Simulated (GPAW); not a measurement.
# Hf (P6_3/mmc) in GPAW: equation of state

Aim: energy against volume of Hf in PBEsol, for its equilibrium volume and stiffness.

All numbers are computed with GPAW 26.7.0; they aren't measurements. Logs are shortened: lines on timing, memory, paths and dates and some standing lists are left out, and cuts for length are marked. The log counts tension as positive stress, the text compression.

## (1) The crystal as given

It takes space group P6_3/mmc (No. 194, hexagonal). The conventional cell has a = 3.197 Å, b = 3.197 Å, c = 5.058 Å, α = 90.00°, β = 90.00°, γ = 120.00°. Hf (site symmetry -6m2) has 12 Hf at 3.13 to 3.20 Å as nearest neighbours.

## (2) Equation of state, PBEsol

The input, run.py:

```python
from ase import Atoms
from ase.eos import EquationOfState
from ase.io import Trajectory
from ase.units import GPa
from gpaw import GPAW, PW, setup_paths

setup_paths.insert(0, '.')

atoms = Atoms(['Hf', 'Hf'],
              cell=[[3.1967, 0.0, 0.0],
                    [-1.59835, 2.7684234083, 0.0],
                    [0.0, 0.0, 5.0578]],
              scaled_positions=[[0.6666666667, 0.3333333333, 0.75],
                                [0.3333333333, 0.6666666667, 0.25]],
              pbc=True)

traj = Trajectory('eos.traj', 'w')
volumes, energies = [], []
for x in [0.94, 0.96, 0.98, 1.0, 1.02, 1.04, 1.06]:
    a = atoms.copy()
    a.set_cell(atoms.cell * x**(1 / 3), scale_atoms=True)
    calc = GPAW(mode=PW(600),
                xc='PBEsol',
                kpts={'size': (10, 10, 5), 'gamma': True},
                occupations={'name': 'fermi-dirac', 'width': 0.05},
                nbands=24,
                convergence={'density': 1e-05, 'energy': 1e-05},
                maxiter=150,
                txt=f'eos-{x:.2f}.txt')
    a.calc = calc
    energies.append(a.get_potential_energy(force_consistent=True))
    volumes.append(a.get_volume())
    p = -a.get_stress()[:3].mean() / GPa
    calc.write(f'eos-{x:.2f}.gpw')
    traj.write(a)
    print(f'{x:.2f} {volumes[-1]:10.4f} A^3 {energies[-1]:14.6f} eV {p:9.3f} GPa', flush=True)

v0, e0, B = EquationOfState(volumes, energies, eos='birchmurnaghan').fit()
print(f'V0 = {v0:.4f} A^3, E0 = {e0:.6f} eV, B0 = {B / GPa:.2f} GPa')
```

Potentials or basis: PAW data sets generated in the run's folder for this functional, pw.

Command:

```sh
$ gpaw-setup -f PBEsol Hf
$ OMP_NUM_THREADS=1 python run.py
```

Standard output:

```text
__  _  _
 | _ |_)|_||  |
 |__||  | ||/\| - 26.7.0

Input parameters:
  mode=PW(ecut=600.0),
  convergence={'density': 1e-05, 'energy': 1e-05},
  kpts=MonkhorstPack(size=(10, 10, 5), gamma=True),
  maxiter=150,
  nbands=24,
  occupations=Occupations(name='fermi-dirac', width=0.05),
  xc=XC(name='PBEsol')

Diagonalizing LCAO Hamiltonian
Converting LCAO to pw mode

           Hf

        Hf

Atoms  # Å, Bohr magnetons
|   | symbol |         x |        y |        z |    initial magnetic moments |
|---|--------|-----------|----------|----------|-----------------------------|
| 0 |     Hf |  1.565721 | 0.903970 | 3.715913 | ( 0.0000,  0.0000,  0.0000) |
| 1 |     Hf | -0.000000 | 1.807939 | 1.238638 | ( 0.0000,  0.0000,  0.0000) |

Unit cell  # Å
| periodic |         x |        y |        z |  lengths |     angles |
|----------|-----------|----------|----------|----------|------------|
|      yes |  3.131443 | 0.000000 | 0.000000 | 3.131443 |  90.000000 |
|      yes | -1.565721 | 2.711909 | 0.000000 | 3.131443 |  90.000000 |
|      yes |  0.000000 | 0.000000 | 4.954551 | 4.954551 | 120.000000 |

Number of symmetries: 12
Symmetry operations  # r_c * U_cc + t_c -> r_c
|    | kind |            matrix            |
|----|------|------------------------------|
|  0 |  σ   |  1, 1, 0,  0,-1, 0,  0, 0, 1 |
|  1 |  S6  |  1, 1, 0, -1, 0, 0,  0, 0,-1 |
|  2 |  E   |  1, 0, 0,  0, 1, 0,  0, 0, 1 |
|  3 |  C2  |  1, 0, 0, -1,-1, 0,  0, 0,-1 |
|  4 |  C2  |  0, 1, 0,  1, 0, 0,  0, 0,-1 |
|  5 |  C3  |  0, 1, 0, -1,-1, 0,  0, 0, 1 |
|  6 |  S6  |  0,-1, 0,  1, 1, 0,  0, 0,-1 |
|  7 |  σ   |  0,-1, 0, -1, 0, 0,  0, 0, 1 |
|  8 |  σ   | -1, 0, 0,  1, 1, 0,  0, 0, 1 |
|  9 |  i   | -1, 0, 0,  0,-1, 0,  0, 0,-1 |
| 10 |  C3  | -1,-1, 0,  1, 0, 0,  0, 0, 1 |
| 11 |  C2  | -1,-1, 0,  0, 1, 0,  0, 0,-1 |

BZ-sampling:
  Number of BZ points: 500
  Number of IBZ points: 58

  Monkhorst-Pack size: [10, 10, 5]
  Monkhorst-Pack shift: [0.05, 0.05, 0.0]

K-points  # in reciprocal-cell coordinates
|     |                                coordinates |     weight |
|-----|--------------------------------------------|------------|
|   0 | (  0.00000000,   0.00000000,   0.00000000) | 0.00200000 |
|   1 | (  0.00000000,   0.00000000,   0.20000000) | 0.00400000 |
|   2 | (  0.00000000,   0.00000000,   0.40000000) | 0.00400000 |
|   3 | (  0.10000000,   0.00000000,  -0.40000000) | 0.01200000 |
|   4 | (  0.10000000,   0.00000000,  -0.20000000) | 0.01200000 |
|   5 | (  0.10000000,   0.00000000,   0.00000000) | 0.01200000 |
|   6 | (  0.10000000,   0.00000000,   0.20000000) | 0.01200000 |
|   7 | (  0.10000000,   0.00000000,   0.40000000) | 0.01200000 |
|   8 | (  0.20000000,  -0.10000000,   0.00000000) | 0.01200000 |
|   9 | (  0.20000000,  -0.10000000,   0.20000000) | 0.02400000 |
| ... |                                            |            |
|  57 | (  0.50000000,   0.50000000,   0.40000000) | 0.01200000 |

Plane wave coefficients: 1414
Cutoff: 600.0 eV

Spin-components: 1 (collinear spins)
Bands:           24
Projectors:      12
Spin-degeneracy: 2
Datatype:        complex128

Parallelization:
  kpt:    1
  domain: 1
  band:   1

Density:
  Valence electrons: 24.0
  Components: 1
  Grid points: [18 18 28]
  Charge: 0.0  # |e|

Potential:
  Grid points: [18 18 28]

species:
  Hf:
    name:    Hafnium
    Z:       72.0
    valence: 12
    core:    60
    charge:  0.0  # [|e|]
    compensation charges:
      type: gauss
      rc: 0.41  # [Å]
      lmax: 2
    cutoffs:
      filter: 2.36  # [Å]
      core: 4.02  # [Å]
    projectors
    | kind |    occ | energy [eV] | rcut [Å] |
    |------|--------|-------------|----------|
    |   5s |  2.000 |     -66.855 |    1.397 |
    |   6s |  2.000 |      -5.120 |    1.397 |
    |   5p |  6.000 |     -35.615 |    1.307 |
    |   6p |  0.000 |      -1.375 |    1.307 |
    |   5d |  2.000 |      -2.724 |    1.334 |
    |    d |        |      24.487 |    1.334 |

    Using partial waves for Hf as LCAO basis

Reference energy: -819524.750635  # eV

eigensolver:
  PPCG
  Converge bands: occupied
  niter=2

density mixing:
  MSR1-Mixer
  Pratt-step length: 0.05
  Maximum mixing coefficient: 0.75
  Old densities: 10
  SVD Regularization: 0.005
  Good broyden scale: 1.0
  Trust region scale: 1.0
  Backstep threshold: 4.0
  History deletion threshold: 6.0
  Fourier metric: weight=20.0, sigma=0.015

occupation numbers:
  Fermi-Dirac:
    width: 0.0500  # eV

poisson solver:
  ecut: 4800.0  # eV

xc functional:
  name: PBEsol with 2 nearest neighbor stencil

convergence criteria:
- Maximum integral of absolute [dens]ity change: 1e-05 electrons / valence electron
- Maximum [total energy] change in last 3 cyles: 1e-05 eV / valence electron
- Maximum integral of absolute [eigenst]ate change: 4e-08 eV^2 / valence electron
maximum number of iterations: 150

SCF iterations
|iter     | |      energy | eigst |  dens |
|---------|-|-------------|-------|-------|
|iter:   1| |  -16.354648 | -0.12 |       |
|iter:   2| |  -16.320726 | -2.75 | -1.30 |
|iter:   3| |  -16.138537 | -1.70 | -1.33 |
|iter:   4| |  -16.145367 | -3.10 | -1.96 |
|iter:   5| |  -16.147248 | -4.41 | -2.40 |
|iter:   6| |  -16.147260 | -6.16 | -3.53 |
|iter:   7| |  -16.147261c| -7.70c| -4.09 |
|iter:   8| |  -16.147261c| -7.78c| -4.88 |
|iter:   9| |  -16.147261c| -8.76c| -6.07c|

Converged in 9 steps
Energy contributions relative to reference atoms: (reference = -819524.750635)

Energy contributions:
  Kinetic:          18.930812
  Coulomb:         -16.830481
  Zero:             -0.999245
  External:          0.000000
  Xc:              -17.244044
  Entropy:          -0.008608
  Spinorbit:         0.000000
  ----------------------------
  Free energy:     -16.151565
  Extrapolated:    -16.147261

dipole moment: (-0.000013, -0.000023, -0.000041)  # |e|*Ang

Fermi level: 10.530
Eigenvalues  # (at kpt = [0.000, 0.000, 0.000])
| band index |      eig [eV] | occ [0-2] |
|------------|---------------|-----------|
|          0 |       -51.015 |     2.000 |
|        ... |               |           |
|          2 |       -20.480 |     2.000 |
|          3 |       -19.572 |     2.000 |
|          4 |       -19.572 |     2.000 |
|          5 |       -19.418 |     2.000 |
|          6 |       -19.417 |     2.000 |
|          7 |       -19.417 |     2.000 |
[... 8 lines left out ...]
|         16 |        13.305 |     0.000 |
|         17 |        13.305 |     0.000 |
|        ... |               |           |
|         23 |        25.859 |     0.000 |

No gap
No difference between direct/indirect transitions

Stress tensor  # eV/Ang^3
|         x |         y |         z |
|-----------|-----------|-----------|
| -0.022472 | -0.000000 |  0.000000 |
| -0.000000 | -0.022472 | -0.000000 |
|  0.000000 | -0.000000 | -0.021427 |

# Writing to eos-0.94.gpw (mode='')
```

It took 3.1 min on 1 thread of Arm Neoverse V2, shared host; peak memory 0.33 GiB.

Results:

- Equilibrium volume: 21.66 Å³/atom
- Bulk modulus at fixed shape and positions: 115 GPa
- Pressure derivative of the bulk modulus: 3.5

Energy against volume, from the lowest point:
```csv
volume (Å³/atom),energy (meV/atom)
21.037,6.25
21.485,0.00
21.933,0.63
22.380,7.55
22.828,20.20
23.276,38.06
23.723,60.66
```

Caveat: the cell was scaled at fixed shape and fractional positions, which overstates the stiffness of a crystal with free parameters, most of all of layers and chains.
